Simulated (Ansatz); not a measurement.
**Abstraction of F: BOF + C4H9 → BO + C4H9F**

Species: BOF (fluoro(oxo)borane) `O=BF`, singlet; C4H9 (1-butyl radical) `[CH2]CCC`, doublet; BO, doublet; C4H9F (1-fluorobutane) `CCCCF`, singlet. A radical takes F: the energy is the difference in strength between the B–F bond broken and the C–F bond made.

Shapes, held fixed at every level: PBE0-D4/def2-TZVP. Flexible molecules stand in one conformer, not always the lowest. Programs: Ansatz 0.2.0. The zero-point and thermal change to 298 K, harmonic and unscaled (PBE0-D4/def2-TZVP), is +7.8 kJ/mol.

Q: Estimate ΔH(298 K) of this reaction.

A: B2PLYP/def2-TZVPP gives ΔH(298 K) = +205.7 kJ/mol; the levels span +194.6 to +209.4. The median of the levels is +204.8. No measured value is set beside it here. Open shells run unrestricted. Times are processor times on shared x86 and Arm servers, and rough.

```csv
level,kind,ΔH(298 K) (kJ/mol),CPU time (sum over the molecules)
MP2/def2-TZVPP,perturbation theory,+197.8,–
SPW92/def2-TZVPP,LDA,+194.6,19 s
r2SCAN-D4/def2-TZVPP,meta-GGA,+204.8,63 s
B3LYP-D4/def2-TZVPP,global hybrid,+209.4,64 s
PBE0-D4/def2-TZVPP,global hybrid,+202.9,46 s
r2SCAN0-D4/def2-TZVPP,global hybrid,+209.2,77 s
B2PLYP/def2-TZVPP,double hybrid,+205.7,80 s
```

Fluorine transfer from BOF to the butyl radical is strongly endothermic at every level, from +194.6 to +209.4 kJ/mol, so the B–F bond broken is far stronger than the C–F bond made. Both bonds are strongly polar, but boron also has formally empty p orbitals that accept π density from the fluorine lone pairs, which a saturated carbon cannot do. The radicals left behind widen the gap: BO carries its unpaired electron in a σ orbital with much s character on boron, with little delocalisation to stabilise it, whereas the primary alkyl radical gains some relief from hyperconjugation.

Because one bond to fluorine replaces another, much of the error in describing each bond probably cancels, which would explain why even LDA gives the same picture. The spread leaves the sign beyond doubt but doesn't settle the finer value. The reverse reaction, BO taking fluorine from 1-fluorobutane, is correspondingly favourable in enthalpy, though its rate depends on a barrier not computed here.
